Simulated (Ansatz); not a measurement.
Crystal: Zr.

```
Zr
1.0
     3.23200    0.00000    0.00000
    -1.61600    2.79899    0.00000
     0.00000    0.00000    5.14700
Zr
2
Cartesian
  1.6160 0.9330 3.8603
  0.0000 1.8660 1.2868
```

| Item | Value |
| --- | --- |
| Program | Ansatz 0.2.0 |
| Task | single point |
| Functional | PBE |
| Potentials or basis | all-electron LAPW, scalar-relativistic |
| Cutoff | 174 eV (chosen from the basis error) |
| Basis error allowed | 0.001 eV/atom |
| k mesh | 9 × 9 × 5 |
| Occupations | fermi-dirac, width 0.05 eV |
| Spin | no spin polarisation |

On this cell: pressure 0.5 GPa; largest force under 0.003 eV/Å; band gap on the k mesh none (metal or under the smearing width).

The same run follows on a disturbed copy (atoms moved at random, drawn with an rms of 0.05 Å):

```
Zr
1.0
     3.23200    0.00000    0.00000
    -1.61600    2.79899    0.00000
     0.00000    0.00000    5.14700
Zr
2
Direct
  0.66214 0.33864 0.74918
  0.34713 0.68258 0.24458
```

Task: What does the disturbed cell give?

Result: The energy (extrapolated to zero smearing) moves by +1.1 meV/atom; pressure 0.5 GPa; largest force 0.106 eV/Å; band gap on the k mesh none (metal or under the smearing width).

Forces on the atoms (eV/Å):
```
Zr   0.038  0.027 -0.096
Zr  -0.038 -0.027  0.096
```

Stress tensor (GPa, compression positive):
```
 0.00 -0.29 -0.01
-0.29  0.41 -0.01
-0.01 -0.01  1.11
```
